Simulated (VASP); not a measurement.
The system is FeO.

```
CELL_PARAMETERS angstrom
1.51768 0.87623 2.51579
-1.51768 0.87623 2.51579
0.00000 -1.75247 2.51579
ATOMIC_POSITIONS crystal
Fe 0.00000 0.00000 0.00000
O 0.50000 0.50000 0.50000
```

Program: VASP 6.6.1. Alike in all runs: task single point; potentials or basis VASP PAW PBE potentials, release 64 (Fe, O); cell as given; cutoff (eV) 520.

Problem. Order these runs on this cell by their band gap on the k mesh, lowest first.
A. level r2SCAN+U; spin collinear, zero start; U Fe d U = 8 eV; k mesh 8 × 8 × 8; smearing gaussian 0.05 eV
B. level PBE; spin collinear, ferromagnetic start; k mesh 11 × 11 × 11; smearing fermi-dirac 0.05 eV
C. level PBE+U; spin off; U Fe d U = 5 eV; k mesh 8 × 8 × 8; smearing gaussian 0.05 eV

Solution. B (metal), C (2.90 eV), A (4.73 eV).

Caveats: a cell with one magnetic atom can't hold antiferromagnetic order, which such compounds often take (some runs); semilocal functionals often make such compounds metallic where correlation or magnetic order opens a gap, which also shifts bond lengths (some runs).

A k mesh can miss the band edges.

Not every run made on this cell is shown here.
